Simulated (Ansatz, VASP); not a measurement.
NiO2: VASP beside Ansatz

```
Ni O
1.0
     2.79878    0.00000    0.00000
    -1.39939    2.42382    0.00000
     0.00000    0.00000    4.61827
Ni O
1 2
Direct
  0.00000 0.00000 0.50000
  0.66667 0.33333 0.70604
  0.33333 0.66667 0.29396
```

The cell comes from a database or a generator and needn't be the stable form of this composition.

Alike in both runs: task relaxation of cell and atoms; functional PBEsol; k mesh 12 × 12 × 6; occupations gaussian, width 0.02 eV; no spin polarisation.

|  | VASP | Ansatz |
| --- | --- | --- |
| version | VASP 6.6.1 | Ansatz 0.2.0 |
| potentials or method | VASP PAW PBE potentials, release 64 (Ni, O) | scalar-relativistic, plane waves, PAW |
| plane-wave cutoff (eV) | 600 | 520 |
| valence electrons in the cell | 22 | 30 |

Ansatz gave:

* gap on the k mesh at the Fermi level, each at its own relaxed structure (eV): 1.07
* relaxed volume (Å³/atom): 11.13
* relaxed cell length with the largest relative difference (Å): 4.973
* energy change over the relaxation (meV/atom): -6

Question: What did VASP give for the same quantities?

Answer: gap on the k mesh at the Fermi level, each at its own relaxed structure (eV): 0.91; relaxed volume (Å³/atom): 10.29; relaxed cell length with the largest relative difference (Å): 4.588; energy change over the relaxation (meV/atom): -4.

One of these differences is far larger than is usual between the two programs; its cause wasn't traced. The two sets of potentials don't hold the same shells in valence.

Caveats: the PAW data sets were made with another functional, which shifts forces and pressure a little (VASP). Expect the measured gap to be larger: semilocal functionals such as PBEsol lack the derivative discontinuity. A k mesh can miss the band edges.
